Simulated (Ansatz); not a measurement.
**Guessed and relaxed cells of C**

The guess for C was made by a generator: 4-connected net of one element (R-3m, No. 166). Lengths were set from tabulated atomic sizes, so they are only a guess.

start.cif

```cif
data_structure
_symmetry_space_group_name_H-M 'P 1'
_symmetry_Int_Tables_number 1
_cell_length_a 3.9995
_cell_length_b 3.9995
_cell_length_c 3.9995
_cell_angle_alpha 116.188
_cell_angle_beta 116.188
_cell_angle_gamma 116.188
_cell_volume 31.59
loop_
_atom_site_label
_atom_site_type_symbol
_atom_site_fract_x
_atom_site_fract_y
_atom_site_fract_z
_atom_site_occupancy
C1 C 0.80621 0.18515 0.80621 1
C2 C 0.19379 0.19379 0.81485 1
C3 C 0.18515 0.80621 0.80621 1
C4 C 0.81485 0.19379 0.19379 1
C5 C 0.80621 0.80621 0.18515 1
C6 C 0.19379 0.81485 0.19379 1
```

The calculation used Ansatz 0.2.0, DFT PBE, scalar-relativistic, plane waves, PAW. Cutoff 420 eV, Gaussian smearing, Γ-centred meshes. Cell and atoms relax first on a coarse mesh and then on a finer one. In between, the cell is made exact in the group found at 0.06 Å. In metals the finer mesh still leaves noise of several meV/atom or more. The steps can't lower the symmetry of their start. No spin polarisation in the relaxation; trial moments died out in a coarse test.

end.cif

```cif
data_structure
_symmetry_space_group_name_H-M 'P 1'
_symmetry_Int_Tables_number 1
_cell_length_a 4.1605
_cell_length_b 4.1605
_cell_length_c 4.1605
_cell_angle_alpha 115.968
_cell_angle_beta 115.968
_cell_angle_gamma 115.968
_cell_volume 36.50
loop_
_atom_site_label
_atom_site_type_symbol
_atom_site_fract_x
_atom_site_fract_y
_atom_site_fract_z
_atom_site_occupancy
C1 C 0.83801 0.21245 0.83801 1
C2 C 0.16199 0.16199 0.78755 1
C3 C 0.21245 0.83801 0.83801 1
C4 C 0.78755 0.16199 0.16199 1
C5 C 0.83801 0.83801 0.21245 1
C6 C 0.16199 0.78755 0.16199 1
```

The symmetry stays R-3m (No. 166). The volume per atom grows by 15.6 %, from 5.3 to 6.1 Å³. The shortest distance stays 1.46 Å (C–C). The energy falls by about 0.20 eV/atom (the start's value is from the coarse mesh).

| Property | Result |
| --- | --- |
| Volume per atom | 6.08 Å³ |
| Density | 3.28 g/cm³ |
| Energy over the standard state | +0.69 eV/atom |
| Gap on the 18×18×18 mesh of the 6-atom cell | 0 eV (the bands overlap slightly) |

Energies count from the standard state of C at the same level. It lies above the standard state, so it could only be metastable.

The last run used Gaussian smearing of 0.10 eV. The zero gap may come from the functional, which often closes small gaps, or the cell may be a true semimetal. The reference form of C is held partly by dispersion forces, which this level lacks. A later test with randomly moved atoms came back to the same energy, though modes that don't fit the test's cell weren't probed. In all, the 3 runs took 2.2 min on 1 thread of Arm Neoverse V2 (shared host). Another cell of C relaxed alike, in I4_1/amd, lies 97 meV/atom lower, so this cell isn't the stable form at this level.
